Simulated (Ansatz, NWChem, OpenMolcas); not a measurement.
**A small benchmark: atomisation enthalpy at 298 K**

10 molecules holding an element from Na to Cl; the atomisation enthalpy at 298 K in kJ/mol, computed less measured. Shapes, held fixed at every level: PBE0-D4/def2-TZVP. Flexible molecules stand in one conformer, not always the lowest. Thermal terms are harmonic and unscaled (PBE0-D4/def2-TZVP); the spin-orbit lowering of the free atoms is taken from their spectra. Programs: Ansatz 0.2.0, NWChem 7.3.0, OpenMolcas 26.06. A level may come from different programs for different species; with the same settings they agree closely. Measured values: Active Thermochemical Tables, CRC Handbook of Chemistry and Physics, NIST-JANAF tables.

Levels: A = HF/3-21G; B = HF/6-311+G**; C = PBE/6-311+G**; D = M06-L/6-311+G**.

| molecule | from tabulated heats | A | B | C | D |
| --- | --- | --- | --- | --- | --- |
| BCl2F (SMILES FB(Cl)Cl) | 1537 | -539 | -398 | +24 | +8 |
| BCl3 (boron trichloride) | 1337 | -538 | -342 | +34 | +43 |
| S2F2 (Difluorodisulfane) | 1049 | -1081 | -730 | -32 | -111 |
| SO3 (SMILES O=S(=O)=O) | 1420 | -1913 | -1087 | -79 | -171 |
| CHCl3 (SMILES ClC(Cl)Cl) | 1402 | -742 | -534 | +25 | -8 |
| CHClF2 (difluorochloromethane) | 1698 | -784 | -608 | +49 | -29 |
| SiH2Cl2 (dichlorosilane (DCS)) | 1449 | -643 | -396 | -70 | -7 |
| SF4 (sulfur tetrafluoride) | 1358 | -1289 | -949 | -61 | -183 |
| SiF4 (silicon tetrafluoride) | 2382 | -973 | -763 | -155 | -185 |
| C2H2Cl2 (cis-1,2-Dichloroethene) | 2108 | -860 | -675 | +54 | +5 |

Q: Sum up the errors.

A: 
| level | kind | mean error | mean absolute error | worst case |
| --- | --- | --- | --- | --- |
| HF/3-21G | Hartree–Fock | -936.2 | 936.2 | SO3 |
| HF/6-311+G** | Hartree–Fock | -648.2 | 648.2 | SO3 |
| PBE/6-311+G** | GGA | -21.1 | 58.3 | SiF4 |
| M06-L/6-311+G** | meta-GGA | -63.8 | 75.0 | SiF4 |

On this set PBE/6-311+G** has the smallest mean absolute error and HF/3-21G the largest. HF/3-21G is too low in 10 of 10; HF/6-311+G** is too low in 10 of 10; M06-L/6-311+G** is too low in 7 of 10. The heats of SiH2Cl2, C2H2Cl2 come from older tables and can be uncertain by 10 kJ/mol or more. The tabulated values of BCl2F, BCl3, S2F2, SF4, SiF4 are in doubt (older tables, estimates, or at odds with other calculations) and kept here. Over the 5 molecules whose values aren't doubted the mean absolute errors are A 988.4; B 660.0; C 55.4; D 44.0. Where a negative error exceeds the measured value, the molecule comes out unbound. Hartree–Fock lacks correlation and underbinds. Rows in very small basis sets show the basis more than the method. The set is small.

The sharpest basis effect is in SO3, where going from 3-21G to 6-311+G** cuts the Hartree–Fock error from -1913 to -1087. Sulfur in a high oxidation state needs d functions to polarise its density towards oxygen, rather than as occupied valence orbitals, and 3-21G has none.

PBE usually overbinds, as it does here for the three carbon compounds, yet it leaves SO3 too weakly bound by 79. The likely cause is that the single d set on sulfur in 6-311+G** is still too small and lacks tight functions. M06-L errs the same way in SO3, which fits a shared basis deficit. The PBE shortfall in SiH2Cl2 is less telling, since M06-L nearly removes it in the same basis, so the functional probably contributes there.

The order of the two functionals is not settled: over the undoubted molecules M06-L has the smaller mean absolute error, 44.0 against 55.4, and most of its total comes from SO3. Nor do these errors measure either functional's accuracy at the basis-set limit.
